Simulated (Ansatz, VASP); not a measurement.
# V: VASP beside Ansatz

```
V
1.0
     2.64469    0.00000    0.00000
    -1.32234    2.29037    0.00000
     0.00000    0.00000    9.14259
V
4
Direct
  0.00000 0.00000 0.00000
  0.00000 0.00000 0.50000
  0.33333 0.66667 0.75000
  0.66667 0.33333 0.25000
```

Alike in both runs: functional PBE; k mesh 9 × 9 × 2; occupations gaussian, width 0.1 eV; no spin polarisation.

Ansatz relaxed the structure, and its values are those at the end. VASP's run is a single point on that final structure, the one shown.

|  | VASP | Ansatz |
| --- | --- | --- |
| version | VASP 6.6.1 | Ansatz 0.2.0 |
| potentials or method | VASP PAW PBE potentials, release 64 (V_sv) | scalar-relativistic, plane waves, PAW |
| plane-wave cutoff (eV) | 520 | 420 |
| valence electrons in the cell | 52 | 52 |

|  | VASP | Ansatz | Ansatz less VASP |
| --- | --- | --- | --- |
| gap on the k mesh at the Fermi level (eV) | none | none | - |
| pressure (GPa) | 0.2 | -0.1 | -0.22 |

A gap of «none» marks a metal or a gap that the smearing closes.
